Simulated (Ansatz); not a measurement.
**Ga2O: from a guess to a relaxed structure, part 1 of 2**

Where does this trial cell of Ga2O go when cell and atoms are let free?

Program: Ansatz 0.2.0. Level of theory: DFT PBE, scalar-relativistic, plane waves, PAW. These are calculated values, not measurements.

**1. The starting structure**

The structure is orthorhombic, space group Cmmm (No. 65). Conventional cell: a = 4.603 Å, b = 5.434 Å, c = 3.559 Å, α = 90.00°, β = 90.00°, γ = 90.00°. Around Ga (site symmetry mmm) lie 2 Ga at 2.30 Å. Ga (site symmetry mmm) has 2 O at 1.78 Å as nearest neighbours. O (site symmetry mmm) has 2 Ga at 1.78 Å as nearest neighbours.

Structure file:

```cif
data_structure
_symmetry_space_group_name_H-M 'Cmmm'
_symmetry_Int_Tables_number 65
_cell_length_a 4.6030
_cell_length_b 5.4335
_cell_length_c 3.5593
_cell_angle_alpha 90.000
_cell_angle_beta 90.000
_cell_angle_gamma 90.000
_cell_volume 89.02
loop_
_atom_site_label
_atom_site_type_symbol
_atom_site_symmetry_multiplicity
_atom_site_Wyckoff_symbol
_atom_site_fract_x
_atom_site_fract_y
_atom_site_fract_z
_atom_site_occupancy
Ga1 Ga 2 a 0.00000 0.00000 0.00000 1
Ga2 Ga 2 b 0.50000 0.00000 0.00000 1
O1 O 2 c 0.50000 0.00000 0.50000 1
```

A structure generator made this guess: random cell by space group and Wyckoff sites (Cmmm, No. 65). Its size is a rough estimate.

**2. A first look at the guess**

The input, input.yaml:

```yaml
crystal:
  lattice:
    - [2.30147818, -2.71675587, 0.0]
    - [2.30147818, 2.71675587, 0.0]
    - [0.0, 0.0, 3.55933429]
  atoms:
    - { symbol: Ga, position: [0.0, 0.0, 0.0] }
    - { symbol: Ga, position: [0.5, 0.5, 0.0] }
    - { symbol: O, position: [0.5, 0.5, 0.5] }
basis:
  ecutwfc: 420
kpoints:
  mp_grid: { grid: [6, 6, 6] }
hamiltonian:
  xc: pbe
scf:
  occupations: { method: gaussian, width: 0.1 }
  lower_state_search: "off"
output:
  forces: true
  stress: true
  eigenvalues: true
```

The run is started by

```sh
$ ansatz run input.yaml --threads 1 --pin off --max-ram 2560MiB --backend cpu --events-out ev --progress --plain --runs-dir out
```

Output (excerpt; [...] marks lines left out):

```text
[...]
SCF converged after 6 iterations
Free energy (F): -8131.015833 eV
[...]
E sigma→0 (E₀):  -8131.013467 eV
Entropy (-TS):   -0.004731 eV (-1.577 meV/atom)
Fermi energy:    9.197767 eV
[...]
--- Forces (eV/Å), atoms counted from 1 ---
  atom   1  Ga     0.00000000     0.00000000     0.00000000
  atom   2  Ga     0.00000000     0.00000000     0.00000000
  atom   3  O      0.00000000     0.00000000     0.00000000
[...]
--- Stress (GPa, compression-positive) ---
       35.535244       0.000000       0.000000
        0.000000       5.093589       0.000000
        0.000000       0.000000      33.569822
  P = ⅓ Tr σ = 24.7329 GPa (247.329 kbar)
--- Band table (eV; the first three rows and the last of 52) ---
  k-point 0: bands = ["-10.8225", "-6.6555", "-6.2932", "-6.1378", "-6.1102", "-5.9514", "-5.5581", "-5.4674", "-5.4495", "-5.2852", "-4.9459", "1.1977", "2.6027", "4.8200", "5.5531", "11.3923", "12.3213", "12.5081", "13.6437", "14.7942"]
[...]
```

Run time: 0.71 s. Hardware: 1 thread of AMD EPYC 9R45 (Zen 5), shared host; peak memory 0.39 GiB.

The probe gives pressure 24.7 GPa, largest force 0.00 eV/Å, gap on this mesh none (metal). A cheap, loose relaxation comes first.

**3. Spin check on a coarse mesh**

input.yaml: that of step 2 with these lines changed.

```diff
@@ -8,3 +8,3 @@
     - { symbol: Ga, position: [0.5, 0.5, 0.0] }
-    - { symbol: O, position: [0.5, 0.5, 0.5] }
+    - { symbol: O, position: [0.5, 0.5, 0.5], spin: 1.0 }
 basis:
@@ -22 +22,4 @@
   eigenvalues: true
+  populations: true
+magnetization:
+  spin_polarized: true
```

The run is started by

```sh
$ ansatz run input.yaml --threads 1 --pin off --max-ram 2560MiB --backend cpu --events-out ev --progress --plain --runs-dir out
```

Output (excerpt; [...] marks lines left out):

```text
[...]
SCF converged after 16 iterations
Magnetization: -0.0000 μB (16.0000 up, 16.0000 down)
Absolute magnetization: 0.0000 μB (∫|ρ↑−ρ↓|, with the PAW one-centre terms)
Spin contamination: 0.0000 ħ² per cell (⟨S²⟩ above its minimum at these occupations)
Per-site moments (μB) at R_I (Å): [(-3.180037323219328e-7, 0.94935974925), (-4.830213280116106e-8, 0.7341126973125), (-5.386114881466152e-7, 0.7341126973125)]
Free energy (F): -8131.015833 eV
[...]
E sigma→0 (E₀):  -8131.013467 eV
Entropy (-TS):   -0.004732 eV (-1.577 meV/atom)
Fermi energy:    9.197691 eV
[...]
--- Forces (eV/Å), atoms counted from 1 ---
  atom   1  Ga     0.00000000     0.00000000     0.00000000
  atom   2  Ga     0.00000000     0.00000000     0.00000000
  atom   3  O     -0.00000000     0.00000000     0.00000000
[...]
--- Stress (GPa, compression-positive) ---
       35.534569       0.000000       0.000000
        0.000000       5.092996       0.000000
        0.000000       0.000000      33.570165
  P = ⅓ Tr σ = 24.7326 GPa (247.326 kbar)
--- Band table (eV; the first three rows and the last of 104) ---
  k-point 0 ↑: bands = ["-10.8226", "-6.6555", "-6.2932", "-6.1377", "-6.1100", "-5.9513", "-5.5583", "-5.4675", "-5.4496", "-5.2853", "-4.9460", "1.1976", "2.6026", "4.8199", "5.5530", "11.3923", "12.3211", "12.5080", "13.6439", "14.7942", "18.9751"]
[...]
--- Löwdin populations: 3 sites ---
  site symbol       q [e]    m [muB]
     0     Ga     12.7194    -0.0000
     1     Ga     12.5194    -0.0000
     2      O      6.6381    -0.0000
  spilling = 0.003847 (of n_electrons = 32.000000)
```

Run time: 2.6 s. Hardware: 1 thread of AMD EPYC 9R45 (Zen 5), shared host; peak memory 0.42 GiB.

By site:

```
atom  Löwdin electrons
 Ga1             12.72
 Ga2             12.52
  O3              6.64
```

The same cell is solved with trial moments on O. The largest site moment that stays is 0.00 μB and the cell's total 0.00 μB. The workflow keeps spin only above 0.25 μB on a site, so the next run goes without spin.

**4. Rough relaxation on the coarse mesh**

input.yaml: that of step 3 with these lines changed.

```diff
@@ -8,3 +8,3 @@
     - { symbol: Ga, position: [0.5, 0.5, 0.0] }
-    - { symbol: O, position: [0.5, 0.5, 0.5], spin: 1.0 }
+    - { symbol: O, position: [0.5, 0.5, 0.5] }
 basis:
@@ -22,4 +22,6 @@
   eigenvalues: true
-  populations: true
-magnetization:
-  spin_polarized: true
+relax:
+  adjacent_minimum: "off"
+  f_tol: 0.04
+  max_steps: 70
+  cell: { stress_tol: 0.4 }
```

The run is started by

```sh
$ ansatz run input.yaml --threads 1 --pin off --max-ram 2560MiB --backend cpu --events-out ev --progress --plain --runs-dir out
```

Output:

```text
Warning: RAYON_NUM_THREADS=1 ignored (pool sized by the plan → 1); use --threads N
Engine: ansatz 0.2.0, x86_64-unknown-linux-gnu
Pseudopotentials: kind: paw
Pseudopotential: Ga, paw, valence charge 13, recommended cutoff 420 eV (normal), Ga.paw.azcp
Pseudopotential: O, paw, valence charge 6, recommended cutoff 420 eV (normal), O.paw.azcp
Functional definition: PBE
  parameter kappa = 0.804
  parameter beta = 0.06672455060314922
  exchange = pbe_x(kappa = kappa, mu = beta*pi^2/3)
  correlation = pbe_c(beta = beta)
Crystal: 3 atoms, lattice volume = 44.510 Å³
Basis set: ecut = 420 eV, 865 PW (Γ), exchange–correlation on 48×48×48 points (8 copies of the dense FFT grid, shifted against one another)
Bands: 20, of which v1, the nominal top of the filled ones, is band 16 counted from 1 (15 counted from 0)
Symmetry: 8 space group operations
Space group: Cmmm (ITA 65), of the structure as read, at distance tolerance 3.5e-5 Å
k-points: 52 of 216
Non-local potential: Ga, projectors of the file, l = 0: 2, l = 1: 2, l = 2: 3, l = 3: 1
Non-local potential: O, projectors of the file, l = 0: 2, l = 1: 2, l = 2: 1
PAW form: soft (Blöchl's): semilocal exchange-correlation on the pseudo side does not see the compensation charge
PAW one-centre angular grid: Ga, 590 points (default); XC on 64 Gauss nodes
PAW one-centre angular grid: O, 110 points (default); XC on 64 Gauss nodes
Initial density: superposition of atomic densities (neutral atoms: chi_scale 0, normalization atom), corrected by the library's trained network
Initial wavefunctions: pseudopotential atomic-orbital guess
Functional: x = pbe(κ = 0.804, μ = 0.2195149727645171), c = pbe(β = 0.06672455060314922)
SCF iter   1: F=—  HF=-8131.017993 eV  |F-HF|=—  |Δ(HF+E_count)|=         —  Δρ=5.81e-3  dr2=1.41e-2  ethr=1.77e-3  ⟨swp⟩=5.1  Hψ=4479  notcnv=0
preconditioner: auto → LDOS  [metal: Δε(μ)=0.050 eV  Ē_g=16.400 eV  σ=0.100 eV  W_gap=0.27  n_scr=16 (ndim 8)  ℏωp=31.5 eV  f_vac=0.029  D(μ)=0.83/eV (n_scr^D=6)  β→1.0]
SCF iter   2: F=—  HF=-8131.016109 eV  |F-HF|=—  |Δ(HF+E_count)|=   1.88e-3  Δρ=2.51e-3  dr2=1.60e-3  ethr=4.39e-5  ⟨swp⟩=2.0  Hψ=2341  notcnv=0
SCF iter   3: F=—  HF=-8131.015948 eV  |F-HF|=—  |Δ(HF+E_count)|=   1.61e-4  Δρ=1.02e-3  dr2=3.01e-4  ethr=5.01e-6  ⟨swp⟩=2.0  Hψ=1868  notcnv=0
SCF iter   4: F=—  HF=-8131.015823 eV  |F-HF|=—  |Δ(HF+E_count)|=   1.25e-4  Δρ=3.85e-4  dr2=6.08e-5  ethr=9.39e-7  ⟨swp⟩=2.0  Hψ=1796  notcnv=0
SCF iter   5: F=—  HF=-8131.015832 eV  |F-HF|=—  |Δ(HF+E_count)|=   8.87e-6  Δρ=7.51e-5  dr2=2.95e-6  ethr=1.90e-7  ⟨swp⟩=2.2  Hψ=1647  notcnv=0
SCF iter   6: F=-8131.015833 eV  HF=-8131.015832 eV  |F-HF|=8.24e-8  |Δ(HF+E_count)|=   9.06e-7  Δρ=1.33e-5  dr2=7.43e-8  ethr=3.13e-10  ⟨swp⟩=4.0  Hψ=4576  notcnv=0
SCF 1 converged in 6 iterations: F = -8131.015833 eV  dr2 = 7.43e-8
relax step   1: F+E_penalty+E_count = -8131.01583255 eV  Δ(F+E_penalty+E_count) = +0.000e0 eV  max|allowed force component| = 3.681e-30 eV/Å  Δτ_max = 0.0000 Å  P = +24.733 GPa  Ω = 44.510 Å³  (6 SCF iters, dr2 threshold 1.00e-7 eV, accepted)
Crystal: 3 atoms, lattice volume = 48.646 Å³
Basis set: ecut = 420 eV, 953 PW (Γ), exchange–correlation on 48×48×48 points (8 copies of the dense FFT grid, shifted against one another)
Initial density: handed on by an earlier stage of this run
Initial wavefunctions: those handed on with the density
iter 1 solved again at ethr=5.65e-5 eV; its pass at ethr=3.10e-3 eV (dr2=1.81e-2 eV) is discarded
SCF iter   1: F=—  HF=-8131.559852 eV  |F-HF|=—  |Δ(HF+E_count)|=         —  Δρ=5.51e-3  dr2=1.80e-2  ethr=5.65e-5  ⟨swp⟩=1.0  Hψ=6550  notcnv=0
preconditioner: auto → LDOS  [metal: Δε(μ)=0.060 eV  Ē_g=15.926 eV  σ=0.100 eV  W_gap=0.32  n_scr=16 (ndim 8)  ℏωp=30.1 eV  f_vac=0.051  D(μ)=1.20/eV (n_scr^D=6)  β→1.0]
SCF iter   2: F=—  HF=-8131.554676 eV  |F-HF|=—  |Δ(HF+E_count)|=   5.18e-3  Δρ=2.85e-3  dr2=2.99e-3  ethr=5.63e-5  ⟨swp⟩=2.0  Hψ=1967  notcnv=0
SCF iter   3: F=—  HF=-8131.555354 eV  |F-HF|=—  |Δ(HF+E_count)|=   6.78e-4  Δρ=1.61e-3  dr2=7.91e-4  ethr=9.35e-6  ⟨swp⟩=2.0  Hψ=1863  notcnv=0
SCF iter   4: F=—  HF=-8131.554847 eV  |F-HF|=—  |Δ(HF+E_count)|=   5.07e-4  Δρ=4.91e-4  dr2=8.19e-5  ethr=2.47e-6  ⟨swp⟩=2.0  Hψ=1873  notcnv=0
SCF iter   5: F=—  HF=-8131.554921 eV  |F-HF|=—  |Δ(HF+E_count)|=   7.39e-5  Δρ=1.11e-4  dr2=4.79e-6  ethr=2.56e-7  ⟨swp⟩=2.0  Hψ=1839  notcnv=0
SCF iter   6: F=—  HF=-8131.554932 eV  |F-HF|=—  |Δ(HF+E_count)|=   1.08e-5  Δρ=2.53e-5  dr2=3.81e-7  ethr=1.50e-8  ⟨swp⟩=2.1  Hψ=1863  notcnv=0
SCF iter   7: F=-8131.554932 eV  HF=-8131.554932 eV  |F-HF|=1.61e-7  |Δ(HF+E_count)|=   4.79e-7  Δρ=1.55e-5  dr2=7.35e-8  ethr=9.37e-10  ⟨swp⟩=6.6  Hψ=5254  notcnv=0
SCF 2 converged in 7 iterations: F = -8131.554932 eV  dr2 = 7.35e-8
relax step   2: F+E_penalty+E_count = -8131.55493211 eV  Δ(F+E_penalty+E_count) = -5.391e-1 eV  max|allowed force component| = 6.311e-30 eV/Å  Δτ_max = 0.0000 Å  P = +11.479 GPa  Ω = 48.646 Å³  energy of the carried Pulay correction = -7.868e-3 eV  (7 SCF iters, dr2 threshold 3.00e-7 eV, accepted)
Crystal: 3 atoms, lattice volume = 52.319 Å³
Basis set: ecut = 420 eV, 1025 PW (Γ), exchange–correlation on 48×48×48 points (8 copies of the dense FFT grid, shifted against one another)
iter 1 solved again at ethr=5.12e-5 eV; its pass at ethr=3.10e-3 eV (dr2=1.64e-2 eV) is discarded
SCF iter   1: F=—  HF=-8131.789962 eV  |F-HF|=—  |Δ(HF+E_count)|=         —  Δρ=5.24e-3  dr2=1.65e-2  ethr=5.12e-5  ⟨swp⟩=1.9  Hψ=6955  notcnv=0
preconditioner: auto → LDOS  [metal: Δε(μ)=0.018 eV  Ē_g=15.570 eV  σ=0.100 eV  W_gap=0.10  n_scr=18 (ndim 8)  ℏωp=29.0 eV  f_vac=0.066  D(μ)=1.55/eV (n_scr^D=8)  β→1.0]
SCF iter   2: F=—  HF=-8131.784568 eV  |F-HF|=—  |Δ(HF+E_count)|=   5.39e-3  Δρ=2.83e-3  dr2=3.30e-3  ethr=5.12e-5  ⟨swp⟩=2.0  Hψ=1951  notcnv=0
SCF iter   3: F=—  HF=-8131.785321 eV  |F-HF|=—  |Δ(HF+E_count)|=   7.53e-4  Δρ=1.17e-3  dr2=4.84e-4  ethr=1.03e-5  ⟨swp⟩=2.0  Hψ=1808  notcnv=0
SCF iter   4: F=—  HF=-8131.785172 eV  |F-HF|=—  |Δ(HF+E_count)|=   1.50e-4  Δρ=6.08e-4  dr2=1.35e-4  ethr=1.51e-6  ⟨swp⟩=3.0  Hψ=2042  notcnv=0
SCF iter   5: F=—  HF=-8131.785327 eV  |F-HF|=—  |Δ(HF+E_count)|=   1.55e-4  Δρ=1.44e-4  dr2=9.59e-6  ethr=4.22e-7  ⟨swp⟩=2.1  Hψ=1858  notcnv=0
SCF iter   6: F=—  HF=-8131.785329 eV  |F-HF|=—  |Δ(HF+E_count)|=   2.25e-6  Δρ=2.78e-5  dr2=3.88e-7  ethr=3.00e-8  ⟨swp⟩=2.0  Hψ=1859  notcnv=0
SCF iter   7: F=-8131.785329 eV  HF=-8131.785330 eV  |F-HF|=3.42e-8  |Δ(HF+E_count)|=   2.84e-7  Δρ=7.02e-6  dr2=1.90e-8  ethr=9.37e-10  ⟨swp⟩=6.8  Hψ=5351  notcnv=0
SCF 3 converged in 7 iterations: F = -8131.785329 eV  dr2 = 1.90e-8
relax step   3: F+E_penalty+E_count = -8131.78532947 eV  Δ(F+E_penalty+E_count) = -2.304e-1 eV  max|allowed force component| = 8.677e-30 eV/Å  Δτ_max = 0.0000 Å  P = +3.154 GPa  Ω = 52.319 Å³  energy of the carried Pulay correction = -1.413e-2 eV  (7 SCF iters, dr2 threshold 3.00e-7 eV, accepted)
[... 11 lines left out ...]
relax step   4: F+E_penalty+E_count = -8131.82465281 eV  Δ(F+E_penalty+E_count) = -3.932e-2 eV  max|allowed force component| = 4.207e-30 eV/Å  Δτ_max = 0.0000 Å  P = +0.085 GPa  Ω = 53.681 Å³  energy of the carried Pulay correction = -1.630e-2 eV  (7 SCF iters, dr2 threshold 3.00e-7 eV, accepted)
[... 11 lines left out ...]
relax step   5: F+E_penalty+E_count = -8131.82666446 eV  Δ(F+E_penalty+E_count) = -2.012e-3 eV  max|allowed force component| = 1.525e-28 eV/Å  Δτ_max = 0.0000 Å  P = +0.058 GPa  Ω = 53.918 Å³  energy of the carried Pulay correction = -1.678e-2 eV  (6 SCF iters, dr2 threshold 3.00e-7 eV, accepted)
[... 13 lines left out ...]
relax step   6: F+E_penalty+E_count = -8131.89544672 eV  Δ(F+E_penalty+E_count) = -6.878e-2 eV  max|allowed force component| = 1.357e-28 eV/Å  Δτ_max = 0.0000 Å  P = +1.695 GPa  Ω = 53.918 Å³  stress off target by 3.06e0 GPa  SCF on the basis re-selected at this cell (its energy is not comparable with the rows above)  (8 SCF iters)
[... 12 lines left out ...]
relax step   7: F+E_penalty+E_count = -8131.91119919 eV  Δ(F+E_penalty+E_count) = -1.575e-2 eV  max|allowed force component| = 4.207e-30 eV/Å  Δτ_max = 0.0000 Å  P = +0.470 GPa  Ω = 55.759 Å³  energy of the carried Pulay correction = -3.635e-3 eV  (6 SCF iters, dr2 threshold 3.00e-7 eV, accepted)
[... 10 lines left out ...]
relax step   8: F+E_penalty+E_count = -8131.91038244 eV  Δ(F+E_penalty+E_count) = +8.167e-4 eV  max|allowed force component| = 0.000e0 eV/Å  Δτ_max = 0.0000 Å  P = -0.138 GPa  Ω = 56.698 Å³  energy of the carried Pulay correction = -5.841e-3 eV  (5 SCF iters, dr2 threshold 3.00e-7 eV, accepted)
iter 1 solved again at ethr=1.57e-7 eV; its pass at ethr=3.10e-3 eV (dr2=5.04e-5 eV) is discarded
SCF iter   1: F=—  HF=-8131.912054 eV  |F-HF|=—  |Δ(HF+E_count)|=         —  Δρ=7.77e-4  dr2=3.11e-5  ethr=1.57e-7  ⟨swp⟩=3.0  Hψ=6875  notcnv=0
preconditioner: auto → LDOS  [metal: Δε(μ)=0.043 eV  Ē_g=15.254 eV  σ=0.100 eV  W_gap=0.24  n_scr=18 (ndim 8)  ℏωp=27.9 eV  f_vac=0.069  D(μ)=1.65/eV (n_scr^D=8)  β→1.0]
SCF iter   2: F=—  HF=-8131.917080 eV  |F-HF|=—  |Δ(HF+E_count)|=   5.03e-3  Δρ=2.04e-4  dr2=1.92e-5  ethr=9.71e-8  ⟨swp⟩=2.0  Hψ=1879  notcnv=0
SCF iter   3: F=—  HF=-8131.917069 eV  |F-HF|=—  |Δ(HF+E_count)|=   1.16e-5  Δρ=5.57e-5  dr2=1.49e-6  ethr=6.00e-8  ⟨swp⟩=2.9  Hψ=1905  notcnv=0
SCF iter   4: F=—  HF=-8131.917078 eV  |F-HF|=—  |Δ(HF+E_count)|=   9.73e-6  Δρ=4.04e-5  dr2=6.20e-7  ethr=4.66e-9  ⟨swp⟩=2.0  Hψ=1821  notcnv=0
SCF iter   5: F=—  HF=-8131.917078 eV  |F-HF|=—  |Δ(HF+E_count)|=   4.54e-7  Δρ=6.20e-6  dr2=2.37e-8  ethr=1.94e-9  ⟨swp⟩=2.0  Hψ=1783  notcnv=0
SCF iter   6: F=—  HF=-8131.917078 eV  |F-HF|=—  |Δ(HF+E_count)|=   3.38e-8  Δρ=1.92e-6  dr2=3.18e-9  ethr=7.42e-11  ⟨swp⟩=2.0  Hψ=1814  notcnv=0
SCF iter   7: F=-8131.917078 eV  HF=-8131.917078 eV  |F-HF|=6.37e-12  |Δ(HF+E_count)|=  7.91e-10  Δρ=4.17e-7  dr2=6.82e-11  ethr=6.00e-12  ⟨swp⟩=4.0  Hψ=3457  notcnv=0
SCF 9 converged in 7 iterations: F = -8131.917078 eV  dr2 = 6.82e-11
relax step   9: F+E_penalty+E_count = -8131.91707801 eV  Δ(F+E_penalty+E_count) = -6.696e-3 eV  max|allowed force component| = 6.311e-30 eV/Å  Δτ_max = 0.0000 Å  P = -0.106 GPa  Ω = 56.698 Å³  stress off target by 1.50e-1 GPa  SCF on the basis re-selected at this cell (its energy is not comparable with the rows above)  (7 SCF iters)
basis re-selected at this cell: Δ(F+E_penalty+E_count) = -6.696e-3 eV, ΔP = +0.032 GPa vs the last step (what re-selecting the basis moved, of the pressure what is left beyond the Pulay correction that the steps carried, after the strain that the cell walked since its last selection, with what the two solves' SCF thresholds leave and, on support functions, any second-order correction that the steps lacked; it is no measure of the basis error at this ecutwfc). This SCF's stress stands 1.50e-1 GPa from its target on what of the cell is left free (relax.cell.stress_tol is 4.00e-1 GPa) and its largest allowed force component is 6.31e-30 eV/Å (relax.f_tol is 4.00e-2 eV/Å): within both
SCF converged after 7 iterations
Free energy (F): -8131.917078 eV
Harris-Foulkes:  -8131.917078 eV  (|F-HF|=6.37e-12)
Internal energy: -8131.908787 eV  (E = F + TS)
E sigma→0 (E₀):  -8131.912933 eV
Entropy (-TS):   -0.008291 eV (-2.764 meV/atom)
Fermi energy:    6.323171 eV
--- Per-component energies (eV) ---
  E_band       = -170.677365
  E_kinetic    = 401.023236
  E_local      = -4525.677384  (includes V_loc(G=0)·N_el)
  E_nonlocal   = 895.563506
  E_hartree    = 2058.564325
  E_xc         = -210.215503
  E_vxc        = -207.330787  (∫ρ·V_xc dr)
  E_paw        = -4131.585021  (= ΣΔE_a)
  E_vpaw       = -851.386418  (= ΣTr[D̂ρ^β])
  E_aug_tail   = 0.002148  (compensation charges beyond the density's cutoff)
  E_ewald      = -2619.584094
  E_smearing   = -0.008291  (= −TS)
  E_closure    = 0.000000  (closes the sum)
  Σ components = -8131.917078   (vs F -8131.917078, Δ=0.00e0)
--- Forces (eV/Å), atoms counted from 1 ---
  atom   1  Ga     0.00000000     0.00000000     0.00000000
  atom   2  Ga    -0.00000000     0.00000000     0.00000000
  atom   3  O     -0.00000000     0.00000000     0.00000000
  max |Σ_I F_I| component: 1.89e-29 eV/Å
--- Stress (GPa, compression-positive) ---
       -0.081669       0.000000       0.000000
        0.000000      -0.150250       0.000000
        0.000000       0.000000      -0.086405
  P = ⅓ Tr σ = -0.1061 GPa (-1.061 kbar)
--- Band table (eV; the first three rows and the last of 52) ---
  k-point 0: bands = ["-12.4026", "-8.8946", "-8.8728", "-8.7880", "-8.7770", "-8.7769", "-8.3114", "-8.2077", "-8.2034", "-8.2033", "-7.6636", "-1.1931", "0.8160", "3.0947", "3.0985", "7.6496", "8.4520", "8.4586", "10.3024", "11.4853"]
  k-point 1: bands = ["-12.2514", "-8.8942", "-8.8680", "-8.7874", "-8.7799", "-8.7797", "-8.3113", "-8.2140", "-8.2138", "-8.2076", "-7.8359", "-1.8916", "1.5436", "3.2740", "3.2774", "8.2308", "8.2388", "8.2483", "8.9821", "11.7049"]
  k-point 2: bands = ["-11.8936", "-8.8934", "-8.8614", "-8.7861", "-8.7856", "-8.7854", "-8.3109", "-8.2618", "-8.2349", "-8.2347", "-8.2075", "-2.6954", "2.6099", "3.6958", "3.6980", "6.8404", "7.7005", "7.7113", "10.1083", "12.2837"]
  k-point 51: bands = ["-11.5927", "-8.8632", "-8.8202", "-8.8060", "-8.8058", "-8.6682", "-8.4915", "-8.3754", "-8.3409", "-8.2479", "-8.2477", "-0.8252", "2.4080", "3.4459", "3.4461", "4.1419", "4.1429", "7.3272", "9.3642", "14.0678"]
--- Relaxed structure (7 steps of the walk, 7 accepted, 2 SCFs on fresh bases) ---
  F+E_penalty+E_count = -8131.91707801 eV   max|allowed force component| = 6.311e-30 eV/Å   (the final SCF, on the basis selected at the relaxed cell)
  cell:  # Å, volume = 56.6978 Å³
    - [2.7362071706988353, -2.738874352714161, 0.0]
    - [2.7362071706988353, 2.738874352714161, 0.0]
    - [0.0, 0.0, 3.7828179679012597]
  atoms:
    - { symbol: Ga, position: [-8.580704898889995e-36, -8.580704898889995e-36, 0.0] }
    - { symbol: Ga, position: [0.5, 0.5, 0.0] }
    - { symbol: O, position: [0.5, 0.5, 0.5] }
```

Run time: 8.3 s. Hardware: 1 thread of AMD EPYC 9R45 (Zen 5), shared host; peak memory 0.43 GiB.

Relaxation path:

```csv
step,E - E(step 1) (eV/cell),largest force component (eV/Å),pressure (GPa),volume (Å³)
1,0.0000,0.0000,24.73,44.51
2,-0.5391,0.0000,11.48,48.65
3,-0.7695,0.0000,3.15,52.32
4,-0.8088,0.0000,0.09,53.68
5,-0.8108,0.0000,0.06,53.92
6,-0.8796,0.0000,1.69,53.92
7,-0.8954,0.0000,0.47,55.76
8,-0.8945,0.0000,-0.14,56.70
9,-0.9012,0.0000,-0.11,56.70
```

Step 1 is the start. Steps 6, 9 each repeat the geometry before them on a plane-wave basis chosen anew, so the energy can jump there without any move. The walk judges its steps with a correction for the finite basis (Pulay term) that this column leaves out, so accepted steps can climb here and lower ones be refused.

Lengths and angles in the start's conventional setting:

|  | before | after | change |
| --- | --- | --- | --- |
| a (Å) | 4.603 | 5.472 | +18.9 % |
| b (Å) | 5.434 | 5.478 | +0.8 % |
| c (Å) | 3.559 | 3.783 | +6.3 % |
| volume (Å³/atom) | 14.84 | 18.90 | +27.4 % |
| shortest distance (Å) | 1.780 | 1.891 | +6.3 % |
| space group (0.01 Å) | Cmmm | P4/mmm | changed |

Forces and stress were held to the start's 8 operations: a distortion of lower symmetry was not tested.

(Continued in part 2 of 2.)
